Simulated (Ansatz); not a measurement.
## ZrSe₂: pressure against volume

ZrSe₂, P-3m1, a = 3.736 Å, c = 6.036 Å. Ansatz: PBE+D3(BJ), PAW, 420 eV, Γ-centred 15×15×8 mesh on 3 atoms, Gaussian smearing 0.10 eV; no spin polarisation. Shape and atoms are relaxed at each volume; pressure is positive in compression.

```
V (Å³/atom) P (GPa)
     21.405        ?
     22.135     4.39
     22.864     2.53
     23.594     1.09
     24.324    -0.02
     25.054    -0.86
     25.783    -1.43
     26.756    -1.84
```

Task: Take V0 = 24.324 Å³/atom, count pressures from its P0 = -0.02 GPa, fit the third-order Birch–Murnaghan form to the other rows, and predict the missing pressure.

Result: With the Eulerian strain f = ½[(V0/V)^(2/3) − 1] and y = (P − P0)/[3f(1 + 2f)^(5/2)], the form is the line y = B0 + 1.5 B0 (B0′ − 4) f. Rows (f, y): 0.03244, 38.7; 0.02106, 36.4; 0.01026, 34.3; -0.00976, 30.1; -0.01905, 27.2; -0.03078, 23.1. Means f = 0.0006950, y = 31.633; Σ(Δf)² = 0.003004, ΣΔfΔy = 0.7191; the slope is their ratio. y = 31.47 + 239.4 f GPa, so B0 = 31.5 GPa and B0′ = 4 + 2 × (239.4)/(3 × 31.47) = 9.07. At V = 21.405, f = 0.04448, y = 42.12 and P = 6.93 GPa. The run gave 6.70 GPa, so the fit is 0.23 GPa too high, 2.7 % of the span of the series, against an rms of 0.04 GPa on the fitted rows. The row lies outside the fitted range. A fourth-order term fitted to the same rows gives P = 6.57 GPa at this row's volume (the line 6.93, the run 6.70), which recovers part of the miss. A B0′ outside 2 to 8 is unusual except in layered or molecular crystals, and here it hangs on few rows.